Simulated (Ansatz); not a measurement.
Crystal: Al2O3 (Corundum).

```
Al O
1.0
     2.38025    1.37424    4.33187
    -2.38025    1.37424    4.33187
     0.00000   -2.74848    4.33187
Al O
4 6
Direct
  0.85216 0.85216 0.85216
  0.64784 0.64784 0.64784
  0.14784 0.14784 0.14784
  0.35216 0.35216 0.35216
  0.05668 0.75000 0.44332
  0.75000 0.44332 0.05668
  0.44332 0.05668 0.75000
  0.94332 0.25000 0.55668
  0.25000 0.55668 0.94332
  0.55668 0.94332 0.25000
```

Base run:

| Quantity | Value |
| --- | --- |
| Program | Ansatz 0.2.0 |
| Functional | PBE |
| Potentials or basis | Ansatz PAW earlier set |
| Cutoff | 1050 eV |
| Density cutoff | 4200 eV |
| k mesh | 7 × 7 × 7 |
| Occupations | fermi-dirac, width 0.05 eV |
| Spin | no spin polarisation |

Its results: band gap on the k mesh 6.22 eV, direct; pressure 7.4 GPa; largest force 0.026 eV/Å.

The run is repeated on the same cell with these changes: potentials or basis from Ansatz PAW earlier set to PseudoDojo stringent (PBE files); cutoff from 1050 eV to 1252 eV; density cutoff from 4200 eV to 5007 eV; valence electrons from 80 to 48. What comes out?

Band gap on the k mesh 6.26 eV, direct; pressure 6.4 GPa; largest force 0.054 eV/Å.
